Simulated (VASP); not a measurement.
# ZnS (F-43m) in VASP: notebook, part 2 of 2

VASP 6.6.1. The steps go on from the part before.

**4. Band structure, LAK**

The input, INCAR:

```
SYSTEM = ZnS
PREC = Accurate ; ENCUT = 520
EDIFF = 1E-7 ; ISMEAR = -1
SIGMA = 0.05 ; LREAL = .FALSE.
LASPH = .TRUE. ; NELM = 80
ALGO = Normal ; ISIF = 2
LWAVE = .FALSE. ; LCHARG = .FALSE.
METAGGA = LAK ; LMIXTAU = .TRUE.
```

The input, KPOINTS:

```
Automatic mesh
0
G
  9 9 9
  0 0 0
```

The input, POSCAR:

```
ZnS
1.0
    0.0000000000      2.7020000000      2.7020000000
    2.7020000000      0.0000000000      2.7020000000
    2.7020000000      2.7020000000      0.0000000000
Zn S
1 1
Direct
    0.7500000000      0.7500000000      0.7500000000
    0.0000000000      0.0000000000      0.0000000000
```

The input, KPOINTS_OPT:

```
path GXWKGLUWLK,UX
10
line-mode
reciprocal
 0.0000000000  0.0000000000  0.0000000000  G
 0.5000000000  0.0000000000  0.5000000000  X

 0.5000000000  0.0000000000  0.5000000000  X
 0.5000000000  0.2500000000  0.7500000000  W

 0.5000000000  0.2500000000  0.7500000000  W
 0.3750000000  0.3750000000  0.7500000000  K

 0.3750000000  0.3750000000  0.7500000000  K
 0.0000000000  0.0000000000  0.0000000000  G

 0.0000000000  0.0000000000  0.0000000000  G
 0.5000000000  0.5000000000  0.5000000000  L

 0.5000000000  0.5000000000  0.5000000000  L
 0.6250000000  0.2500000000  0.6250000000  U

 0.6250000000  0.2500000000  0.6250000000  U
 0.5000000000  0.2500000000  0.7500000000  W

 0.5000000000  0.2500000000  0.7500000000  W
 0.5000000000  0.5000000000  0.5000000000  L

 0.5000000000  0.5000000000  0.5000000000  L
 0.3750000000  0.3750000000  0.7500000000  K

 0.6250000000  0.2500000000  0.6250000000  U
 0.5000000000  0.0000000000  0.5000000000  X
```

Started as:

```console
cat potpaw_PBE.64/Zn/POTCAR potpaw_PBE.64/S/POTCAR > POTCAR
mpirun -np 1 vasp_std > vasp.out
```

Run time: 3.7 min. Hardware: 1 thread of Intel Xeon Platinum 8375C at 2.90GHz (Ice Lake), shared host; peak memory 0.18 GiB.

It converged, with:

```
Free energy             : 10.4153 eV
Pressure                : 2.6 GPa
Band gap on the k mesh  : 3.17 eV, direct
Band gap along the path : 3.17 eV, direct
```

Levels at the corners of the path, in eV from the valence-band top:
```csv
point,band 5,band 6,band 7,band 8,band 9,band 10,band 11,band 12,band 13
Γ,-5.79,-5.79,0.00,0.00,0.00,3.17,7.20,7.20,7.20
X,-5.72,-5.58,-4.49,-2.24,-2.24,4.07,4.79,12.12,13.21
X,-5.72,-5.58,-4.49,-2.24,-2.24,4.07,4.79,12.12,13.21
W,-5.84,-5.40,-4.53,-2.74,-2.71,6.31,6.92,8.85,8.91
W,-5.84,-5.40,-4.53,-2.74,-2.71,6.31,6.92,8.85,8.91
K,-5.76,-5.46,-4.57,-3.10,-1.82,4.84,6.73,10.22,10.70
K,-5.76,-5.46,-4.57,-3.10,-1.82,4.84,6.73,10.22,10.70
Γ,-5.79,-5.79,0.00,0.00,0.00,3.17,7.20,7.20,7.20
Γ,-5.79,-5.79,0.00,0.00,0.00,3.17,7.20,7.20,7.20
L,-5.77,-5.60,-5.28,-0.88,-0.88,4.22,7.68,7.68,9.75
L,-5.77,-5.60,-5.28,-0.88,-0.88,4.22,7.68,7.68,9.75
U,-5.76,-5.46,-4.57,-3.10,-1.82,4.84,6.73,10.22,10.70
U,-5.76,-5.46,-4.57,-3.10,-1.82,4.84,6.73,10.22,10.70
W,-5.84,-5.40,-4.53,-2.74,-2.71,6.31,6.92,8.85,8.91
W,-5.84,-5.40,-4.53,-2.74,-2.71,6.31,6.92,8.85,8.91
L,-5.77,-5.60,-5.28,-0.88,-0.88,4.22,7.68,7.68,9.75
L,-5.77,-5.60,-5.28,-0.88,-0.88,4.22,7.68,7.68,9.75
K,-5.76,-5.46,-4.57,-3.10,-1.82,4.84,6.73,10.22,10.70
U,-5.76,-5.46,-4.57,-3.10,-1.82,4.84,6.73,10.22,10.70
X,-5.72,-5.58,-4.49,-2.24,-2.24,4.07,4.79,12.12,13.21
```

Caveat: the PAW data sets were made with another functional, which shifts forces and pressure a little.

**5. Band structure, r2SCAN**

The input, INCAR:

```
ALGO = Normal
EDIFF = 1E-6
ENCUT = 520
ISIF = 2
ISMEAR = 0
LASPH = True
LCHARG = False
LMIXTAU = True
LREAL = False
LWAVE = False
METAGGA = R2SCAN
NELM = 80
PREC = Accurate
SIGMA = 0.02
```

The input, KPOINTS:

```
k-points
0
Gamma
  10 10 10
```

POSCAR is that of step 4.

KPOINTS_OPT is that of step 4.

Started as:

```console
cat potpaw_PBE.64/Zn/POTCAR potpaw_PBE.64/S/POTCAR > POTCAR
mpirun -np 1 vasp_std > vasp.out
```

Wall time 86 s (1 thread of Intel Xeon 6975P-C (Granite Rapids), shared host); peak memory 0.18 GiB.

Results (log left out):

* Free energy: -18.8657 eV
* Pressure: -0.7 GPa
* Band gap on the k mesh: 2.67 eV, direct
* Band gap along the path: 2.67 eV, direct

Levels at the corners of the path, in eV from the valence-band top:
```
point  band 5  band 6  band 7  band 8  band 9  band 10  band 11  band 12  band 13
    Γ   -5.95   -5.95    0.00    0.00    0.00     2.67     6.90     6.90     6.90
    X   -5.88   -5.74   -4.61   -2.28   -2.28     3.73     4.48    11.76    12.82
    X   -5.88   -5.74   -4.61   -2.28   -2.28     3.73     4.48    11.76    12.82
    W   -6.00   -5.56   -4.64   -2.81   -2.79     6.05     6.60     8.48     8.70
    W   -6.00   -5.56   -4.64   -2.81   -2.79     6.05     6.60     8.48     8.70
    K   -5.92   -5.61   -4.67   -3.19   -1.85     4.51     6.44     9.97    10.41
    K   -5.92   -5.61   -4.67   -3.19   -1.85     4.51     6.44     9.97    10.41
    Γ   -5.95   -5.95    0.00    0.00    0.00     2.67     6.90     6.90     6.90
    Γ   -5.95   -5.95    0.00    0.00    0.00     2.67     6.90     6.90     6.90
    L   -5.92   -5.75   -5.39   -0.89   -0.89     3.82     7.39     7.39     9.42
    L   -5.92   -5.75   -5.39   -0.89   -0.89     3.82     7.39     7.39     9.42
    U   -5.92   -5.61   -4.67   -3.19   -1.85     4.51     6.44     9.97    10.41
    U   -5.92   -5.61   -4.67   -3.19   -1.85     4.51     6.44     9.97    10.41
    W   -6.00   -5.56   -4.64   -2.81   -2.79     6.05     6.60     8.48     8.70
    W   -6.00   -5.56   -4.64   -2.81   -2.79     6.05     6.60     8.48     8.70
    L   -5.92   -5.75   -5.39   -0.89   -0.89     3.82     7.39     7.39     9.42
    L   -5.92   -5.75   -5.39   -0.89   -0.89     3.82     7.39     7.39     9.42
    K   -5.92   -5.61   -4.67   -3.19   -1.85     4.51     6.44     9.97    10.41
    U   -5.92   -5.61   -4.67   -3.19   -1.85     4.51     6.44     9.97    10.41
    X   -5.88   -5.74   -4.61   -2.28   -2.28     3.73     4.48    11.76    12.82
```

Caveat: the PAW data sets were made with another functional, which shifts forces and pressure a little.

**6. How close it comes**

Step 4. Measured gap of ZnS: 3.85 eV (direct; 19 K; quoted in “Electronic, vibrational, and thermodynamic properties of ZnS (zincblende and rocksalt structure)”, 2009, arxiv:0911.5022). This calculation gives 3.17 eV (-0.68 eV). The value is that of LAK, without temperature or zero-point motion.

Step 5. A measured gap of ZnS is 3.85 eV (direct; 19 K; quoted in “Electronic, vibrational, and thermodynamic properties of ZnS (zincblende and rocksalt structure)”, 2009, arxiv:0911.5022); the calculated 2.67 eV misses it by -1.18 eV. The value is that of r2SCAN, without temperature or zero-point motion.
